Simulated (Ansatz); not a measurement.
The system is Ti3O4.

```xyz
7
Lattice="-2.0659 2.0659 4.0891 2.0659 -2.0659 4.0891 2.0659 2.0659 -4.0891" Properties=species:S:1:pos:R:3 pbc="T T T"
Ti    0.0000    2.0659    2.0446
Ti    0.0000    0.0000    4.0891
Ti    2.0659    0.0000    2.0446
O     0.0000    0.0000    6.1818
O     0.0000    2.0659    0.0000
O     0.0000    0.0000    1.9964
O     2.0659    0.0000    0.0000
```

The cell comes from a database or a generator and needn't be the stable form of this composition.

Base run:

- Program: Ansatz 0.2.0
- Functional: PBEsol
- Potentials or basis: Ansatz PAW
- Cutoff: 420 eV (not typed: the program's choice for these potentials)
- k mesh: 9 × 9 × 9
- Occupations: fermi-dirac, width 0.05 eV
- Spin: no spin polarisation
- Hubbard terms: Ti d U = 3 eV

Its results: band gap on the k mesh none (metal or under the smearing width); pressure -1.6 GPa; largest force 0.061 eV/Å.

Problem. The run is repeated on the same cell with these changes: hubbard terms from Ti d U = 3 eV to Ti d U = 1 eV. What comes out?

Solution. Band gap on the k mesh none (metal or under the smearing width); pressure -4.5 GPa; largest force 0.020 eV/Å.

Caveats: U without spin polarisation on a metal has little footing; the PAW data sets come from PBE, with cores solved anew for the run's functional, which leaves a small shift of forces and pressure.
